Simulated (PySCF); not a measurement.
Labels have come off several samples. The candidates:

A. `C(C)#CC1CCC1`
B. `c1(CF)ccc(O)cc1`
C. `C1=C[C@H]2CC[C@@H]1C2`

Spectrum 1. 1H NMR (500 MHz, computed): δ 6.38 (m, 2H), 2.75 (m, 2H), 1.75 (m, 2H), 1.42 (m, 1H), 1.06 (m, 2H), 1.02 (m, 1H). 13C{1H} NMR (computed): δ 144.4 (CH), 52.7 (CH2), 45.0 (CH), 27.2 (CH2).

Spectrum 2. 1H NMR (500 MHz, computed): δ 3.03 (m, 1H), 2.30 (m, 2H), 2.16 (m, 2H), 2.00 (s, 3H), 1.95 (m, 1H), 1.88 (m, 1H). 13C{1H} NMR (computed): δ 91.0 (C), 84.6 (C), 30.4 (CH2), 24.6 (CH), 17.8 (CH2), 5.1 (CH3).

Spectrum 3. 1H NMR (500 MHz, computed): δ 7.45 (m, 2H), 7.01 (d, 2H), 5.90 (m, 2H), 4.23 (br s, 1H). 13C{1H} NMR (computed): δ 162.6 (C), 135.0 (C), 129.4 (CH), 118.9 (CH), 86.8 (CH2).

[PySCF 2.14.0 with density-fitted response routines: structure optimised with GFN2-xTB; NMR shieldings at PBE0/pcSseg-1/GIAO; rapidly exchanging positions averaged; gas phase; one computed conformer; non-relativistic]

δ = σ(ref) − σ, references computed at the same level: 1H (σref 31.72) and 13C (σref 186.93) vs TMS. Splittings of carbon signals by F and P are missing where no couplings were computed. Where no couplings were computed, multiplicities follow the n + 1 count of equivalent neighbours, and m marks all less simple cases (inequivalent or close neighbours, rings, F or P nearby). Shifts are as computed. Against solution values, carbons near 30 ppm lie about +3 ppm off and those near 130 ppm about +5 ppm (rms about the fit 2.1 ppm; single classes can miss by 10 ppm). Of 1328 compounds with measured shifts, 309 miss one by over three times the rms of a fit or turn the order of signals round; such compounds aren't used in these exercises. Signals without a measured value on file couldn't be tested in this way; 1H shifts scatter by 0.2 ppm about their fit, and single ones miss by 0.5 ppm. OH and NH positions are gas-phase values without hydrogen bonding to other molecules.

Q: Which spectrum belongs to which compound?

A: 1–C, 2–A, 3–B.

- Spectrum 1 (C): 4 13C signals; δC 144.4 is an alkene CH; δC 52.7 is an sp3 CH2 in a ring.
- Spectrum 2 (A): 6 13C signals; δC 91.0 is an alkyne carbon; δC 84.6 is an alkyne carbon.
- Spectrum 3 (B): 5 13C signals; δC 162.6 is an aromatic carbon bearing oxygen; δC 129.4 is an aromatic CH.
